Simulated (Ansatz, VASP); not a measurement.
Two plane-wave programs on Nb

INCAR

```
SYSTEM = Nb
PREC = Accurate ; ENCUT = 520
EDIFF = 1E-6 ; ISMEAR = -1
SIGMA = 0.05 ; LREAL = .FALSE.
LASPH = .TRUE. ; NELM = 100
ALGO = Fast ; ISIF = 2
LWAVE = .FALSE. ; LCHARG = .FALSE.
GGA = PE ; NBANDS = 12
```

File KPOINTS:

```
regular mesh
0
G
  11 11 11
  0 0 0
```

POSCAR

```
Nb
1.0
   -1.6639500000      1.6639500000      1.6639500000
    1.6639500000     -1.6639500000      1.6639500000
    1.6639500000      1.6639500000     -1.6639500000
Nb
1
Direct
    0.0000000000      0.0000000000      0.0000000000
```

Contents of input.yaml:

```yaml
crystal:
  lattice:
    - [-1.66395, 1.66395, 1.66395]
    - [1.66395, -1.66395, 1.66395]
    - [1.66395, 1.66395, -1.66395]
  atoms:
    - { symbol: Nb, position: [0.0, 0.0, 0.0] }
hamiltonian:
  xc: pbe
  pseudopotentials: { kind: paw, azcp: { folder: soft_1 } }
kpoints:
  mp_grid: { grid: [11, 11, 11] }
scf:
  occupations: { method: fermi_dirac, width: 0.05 }
output:
  forces: true
  stress: true
  eigenvalues: true
```

Alike in both runs: task single point; functional PBE; k mesh 11 × 11 × 11; occupations fermi-dirac, width 0.05 eV; no spin polarisation.

|  | VASP | Ansatz |
| --- | --- | --- |
| version | VASP 6.6.1 | Ansatz 0.2.0 |
| potentials or method | VASP PAW PBE potentials, release 64 (Nb_sv) | Ansatz PAW soft_1 |
| plane-wave cutoff (eV) | 520 | 420 |
| valence electrons in the cell | 13 | 13 |

VASP gave:

- gap on the k mesh at the Fermi level (eV): none
- pressure (GPa): -2.4

**Question.** What did Ansatz give for the same quantities?

**Answer.** gap on the k mesh at the Fermi level (eV): none; pressure (GPa): -2.0.

A gap of «none» marks a metal or a gap that the smearing closes.
